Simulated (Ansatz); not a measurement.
## Ta: pressure against volume scale

All results are calculated (Ansatz 0.2.0). Periodic Kohn-Sham DFT of a crystal at fixed atoms, scaled to volume_scale times the given cell; pressure positive in compression, energy less spherical unpolarised free atoms, largest_vzz the field gradient of largest size among the nuclei.

The cell before it is scaled or strained (space group Im-3m, No. 229):
```
Ta
1.0
     -1.6513     1.6513     1.6513
      1.6513    -1.6513     1.6513
      1.6513     1.6513    -1.6513
Ta
1
Direct
  0.00000 0.00000 0.00000
```

Settings of every row: method frozen-core PAW; functional PBE; relativity scalar; k mesh 17x17x17; filling fermi-dirac; smearing width 0.08 eV; wave cutoff 420 eV; paw set soft_2.

Atom start moment: 0 on all atoms.

Limits: no spin-orbit coupling on heavy atoms.

```csv
row,volume scale,V (Å³/atom),pressure (GPa)
1,0.94,16.93,17.576
2,0.9405,16.939,17.437
3,0.96,17.291,12.283
4,0.97,17.471,9.822
5,0.98,17.651,7.479
6,1,18.01,3.122
7,1.01,18.191,?
8,1.02,18.371,-0.83
9,1.03,18.551,-2.668
10,1.04,18.731,-4.419
11,1.06,19.092,-7.679
```

Question: what pressure should row 7 give?

Worked fit of pressure. Take u = (V_r/V)^(2/3) − 1 with V_r = 17.831 Å³ an atom, which is twice the finite (Eulerian) strain; such expansions in the strain, on which the Birch-Murnaghan equation of state is built, carry the rest volume and the bulk modulus. The shown rows have u = 0.03517, 0.03481, 0.02071, 0.01369, 0.00679, -0.00664, -0.01969, -0.02604, -0.03229, -0.04453. Least squares give pressure = 5.2477 + 323.873 × u + 756.55 × u² GPa; a straight line predicts inner rows, each left out in turn, worse (root mean square 0.44 against 0.0058 GPa). The rows lie off it by 0.002, -0.001, 0.003, -0.001, -0.003, -0.009, 0.006, 0.005, 0.002, -0.005 (root mean square 0.0044 GPa). The pressure vanishes at u = -0.0169, or V = 18.29 Å³ an atom, and there the bulk modulus at fixed shape and fractions is B = −V dP/dV = (2/3)(1 + u) dP/du = 196 GPa. The withheld row has u = -0.01324, so the fit gives 5.2477 + 323.873 × (-0.01324) + 756.55 × (-0.01324)² = 1.092 GPa.

The calculation gave 1.098 GPa. The fit lies 0.006 GPa (0.024 % of the column's range) below it; its largest miss of a shown row is 0.009 GPa.
